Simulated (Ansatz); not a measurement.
The system is NbP.

```xyz
4
Lattice="-1.6749 1.6749 5.7401 1.6749 -1.6749 5.7401 1.6749 1.6749 -5.7401" Properties=species:S:1:pos:R:3 pbc="T T T"
Nb    1.6749    0.0000    2.8687
Nb    0.0000    0.0000    5.7387
P     0.0000    1.6749    3.8200
P     0.0000    0.0000    0.9500
```

The cell is a database's computed one.

* Program: Ansatz 0.2.0
* Task: relaxation of cell and atoms
* Functional: PBEsol
* Potentials or basis: Ansatz PAW
* Cutoff: 420 eV (not typed: the program's choice for these potentials)
* k mesh: 11 × 11 × 11
* Occupations: fermi-dirac, width 0.05 eV
* Spin: no spin polarisation
* Hubbard terms: Nb d U = 5 eV

At the start: volume 16.10 Å³/atom.

Where does the relaxation end?

It ends after 5 steps and the volume is 15.75 Å³/atom (-2.2 %); space group I4_1md (No. 109, to 0.05 Å).

Step by step:
```tsv
step	energy change (eV)	largest force (eV/Å)	volume (Å³)
1	0.0000	0.0120	64.41
2	-0.0115	0.0122	62.14
3	-0.0186	0.0013	63.03
4	-0.0186	0.0018	63.00
5	-0.0184	0.0017	63.00
```

Final structure:
```
Nb P
1.0
    -1.66265    1.66265    5.69737
     1.66265   -1.66265    5.69737
     1.66265    1.66265   -5.69737
Nb P
2 2
Direct
  0.24989 0.74989 0.50000
  0.49989 0.49989 0.00000
  0.83274 0.33274 0.50000
  0.08274 0.08274 0.00000
```

Caveat: the plane-wave basis is chosen anew once the cell has moved, so the energies of steps on either side of that aren't comparable; U without spin polarisation on a metal has little footing; the PAW data sets come from PBE, with cores solved anew for the run's functional, which leaves a small shift of forces and pressure; the U is typed as a test and isn't derived for this compound.
